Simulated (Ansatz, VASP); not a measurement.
## KF: VASP beside Ansatz

File INCAR:

```
SYSTEM = KF
  ALGO = Normal
  EDIFF = 1E-6
  ENCUT = 520
  GGA = CA
  ISIF = 2
  ISMEAR = 0
  LASPH = .TRUE.
  LCHARG = .FALSE.
  LREAL = .FALSE.
  LWAVE = .FALSE.
  NBANDS = 15
  NELM = 60
  PREC = Accurate
  SIGMA = 0.05
```

Contents of KPOINTS:

```
k-points
0
G
  8 8 8
  0 0 0
```

The input POSCAR:

```
KF
1.0
    0.0000000000      2.5817196783      2.6785341662
    2.5817196783      0.0000000000      2.6785341662
    2.5817196783      2.5817196783      0.0000000000
K F
1 1
Direct
    0.0000000000      0.0000000000      0.0000000000
    0.5000000000      0.5000000000      0.5000000000
```

Input for Ansatz:

```yaml
crystal:
  lattice:
    - [0.0, 2.5817196783, 2.6785341662]
    - [2.5817196783, 0.0, 2.6785341662]
    - [2.5817196783, 2.5817196783, 0.0]
  atoms:
    - { symbol: K, position: [0.0, 0.0, 0.0] }
    - { symbol: F, position: [0.5, 0.5, 0.5] }
basis:
  ecutwfc: 520.0
kpoints:
  mp_grid: { grid: [8, 8, 8] }
hamiltonian:
  xc: lda
scf:
  occupations: { method: gaussian, width: 0.05 }
output:
  forces: true
  stress: true
  eigenvalues: true
```

Change from the starting cell: normal strain along x +0.0000, normal strain along z +0.0375.

Alike in both runs: task single point; functional LDA; k mesh 8 × 8 × 8; occupations gaussian, width 0.05 eV; no spin polarisation.

|  | VASP | Ansatz |
| --- | --- | --- |
| version | VASP 6.6.1 | Ansatz 0.2.0 |
| potentials or method | VASP PAW LDA potentials, release 64 (K_sv, F) | scalar-relativistic, plane waves, PAW |
| plane-wave cutoff (eV) | 520 | 520 |
| valence electrons in the cell | 16 | 16 |

|  | VASP | Ansatz | Ansatz less VASP |
| --- | --- | --- | --- |
| gap on the k mesh at the Fermi level (eV) | 6.10 | 6.12 | +0.019 |
| least direct gap on the mesh (eV) | 6.10 | 6.12 | +0.019 |
| pressure (GPa) | -1.2 | -1.4 | -0.19 |
| largest component of the traceless stress (GPa) | 1.54 | 1.45 | -0.085 |

A k mesh can miss the band edges.
